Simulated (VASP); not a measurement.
## InP: relaxation of cell and atoms with PBEsol

InP:

```
CELL_PARAMETERS angstrom
0.00000 2.94500 2.94500
2.94500 0.00000 2.94500
2.94500 2.94500 0.00000
ATOMIC_POSITIONS crystal
In 0.00000 0.00000 0.00000
P 0.25000 0.25000 0.25000
```

The cell was built by a generator and needn't be a form met in nature.

```json
{
  "Program": "VASP 6.6.1",
  "Task": "relaxation of cell and atoms",
  "Functional": "PBEsol",
  "Potentials or basis": "VASP PAW PBE potentials, release 64 (In_d, P)",
  "Cutoff": "600 eV",
  "k mesh": "10 × 10 × 10",
  "Occupations": "gaussian, width 0.02 eV",
  "Spin": "no spin polarisation",
  "Further INCAR settings": "ALGO = Fast; EDIFF = 1e-07; IBRION = 2; EDIFFG = -0.005; NSW = 60; ISIF = 3"
}
```

- Relaxed volume: 25.40 Å³/atom
- Relaxed cell: a = 4.157 Å, b = 4.157 Å, c = 4.157 Å, α = 60.00°, β = 60.00°, γ = 60.00°
- Space group after relaxing (to 0.05 Å): F-43m (No. 216)
- Energy gained by relaxing: 0.2 meV/atom
- Ionic steps: 3
- Pressure after relaxing: 0.0 GPa
- Band gap on the k mesh: 0.57 eV, direct

The path:
| step | energy change (eV) | largest force (eV/Å) | pressure (GPa) | volume (Å³) |
| --- | --- | --- | --- | --- |
| 1 | 0.0000 | 0.0000 | -0.33 | 51.08 |
| 2 | -0.0003 | 0.0000 | 0.15 | 50.70 |
| 3 | -0.0003 | 0.0000 | 0.01 | 50.79 |

Final structure:
```cif
data_structure
_symmetry_space_group_name_H-M 'P 1'
_symmetry_Int_Tables_number 1
_cell_length_a 4.1569
_cell_length_b 4.1569
_cell_length_c 4.1569
_cell_angle_alpha 60.000
_cell_angle_beta 60.000
_cell_angle_gamma 60.000
_cell_volume 50.79
loop_
_atom_site_label
_atom_site_type_symbol
_atom_site_fract_x
_atom_site_fract_y
_atom_site_fract_z
_atom_site_occupancy
In1 In 0.00000 0.00000 0.00000 1
P1 P 0.25000 0.25000 0.25000 1
```

Levels at points of the mesh, in eV from the valence-band top:
| k point | band 5 | band 6 | band 7 | band 8 | band 9 | band 10 | band 11 | band 12 | band 13 |
| --- | --- | --- | --- | --- | --- | --- | --- | --- | --- |
| (0.00, 0.00, 0.00) | -13.98 | -11.49 | 0.00 | 0.00 | 0.00 | 0.57 | 4.02 | 4.02 | 4.02 |
| (0.50, 0.00, 0.00) | -13.97 | -9.77 | -5.75 | -0.97 | -0.97 | 1.38 | 4.74 | 4.74 | 6.93 |
| (0.50, 0.50, 0.00) | -13.95 | -9.11 | -5.78 | -2.32 | -2.32 | 1.65 | 2.17 | 9.04 | 9.47 |

Run time: 4.7 min on 1 thread of AMD EPYC 7R13 Processor (Zen 3) (shared host), peak memory 0.2 GiB.

Caveat: the PAW data sets were made with another functional, which shifts forces and pressure a little; spin-orbit coupling is left out, which moves the levels of the heavy elements. PBEsol gaps usually lie below the measured ones, often by a third to a half.
